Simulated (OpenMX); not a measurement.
ZnS, 2 atoms in the cell. The typed cell holds 2 atoms: a = 3.821 Å, b = 3.821 Å, c = 3.821 Å, α = 60.00°, β = 60.00°, γ = 60.00°.  The cell isn't the ideal one: atoms moved at random, drawn with an rms of 0.05 Å.

* Program: OpenMX 3.8.5
* Task: single point
* Functional: PBE
* Potentials or basis: OpenMX 2013 PBE set, Zn6.0H-s3p2d2, S7.0-s2p2d1f1, grid cutoff 160 Ry
* k mesh: 9 × 9 × 9
* Occupations: fermi-dirac, width 0.05 eV
* Spin: no spin polarisation
* Mixing scheme: rmm-diisk
* SCF threshold: 1e-08 Ha
* Solver: band
* Max SCF cycles: 100

Potentials or basis: OpenMX 2013 PBE set, Zn6.0H-s3p2d2, S7.0-s2p2d1f1, grid cutoff 160 Ry.

Launch:

```sh
$ openmx ZnS.dat -nt 1 > ZnS.std
```

Hardware: 1 thread of Arm Neoverse V1, on a shared host.

Problem. Estimate the wall time of this run.

Solution. Wall time 51 s on 1 thread of Arm Neoverse V1, with other jobs on the host, peak memory 0.27 GiB. Counts: k points 365, basis 39, scf iterations 17.
